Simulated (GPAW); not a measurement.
KBr:

```xyz
2
Lattice="0.0000 3.3000 3.3000 3.3000 0.0000 3.3000 3.3000 3.3000 0.0000" Properties=species:S:1:pos:R:3 pbc="T T T"
Br    3.3000    3.3000    3.3000
K     0.0000    0.0000    0.0000
```

- Program: GPAW 26.7.0
- Task: relaxation of cell and atoms
- Functional: LDA
- Potentials or basis: the program's PAW data sets (release 1.2.1) made for this functional
- Cutoff: 600 eV
- Basis: pw
- k mesh: 7 × 7 × 7
- Occupations: fermi-dirac, width 0.05 eV
- Spin: no spin polarisation

At the start: pressure -1.7 GPa; volume 35.94 Å³/atom.

Question: How do energy, volume and symmetry change on relaxing?

Answer: Over 4 steps the energy falls by 20.6 meV/atom and the volume is 32.40 Å³/atom (-9.8 %); space group Fm-3m (No. 225, to 0.05 Å).

The path:
```tsv
step	energy change (eV)	largest force (eV/Å)	pressure (GPa)	volume (Å³)
1	0.0000	0.0000	-1.66	71.87
2	-0.0057	0.0000	-1.57	71.30
3	-0.0396	0.0000	0.39	63.43
4	-0.0411	0.0000	-0.06	64.80
```

Final structure:
```xyz
2
Lattice="0.0000 3.1880 3.1880 3.1880 0.0000 3.1880 3.1880 3.1880 0.0000" Properties=species:S:1:pos:R:3 pbc="T T T"
Br    3.1880    3.1880    3.1880
K     0.0000    0.0000    0.0000
```

Caveat: later steps reuse the first step's grids.
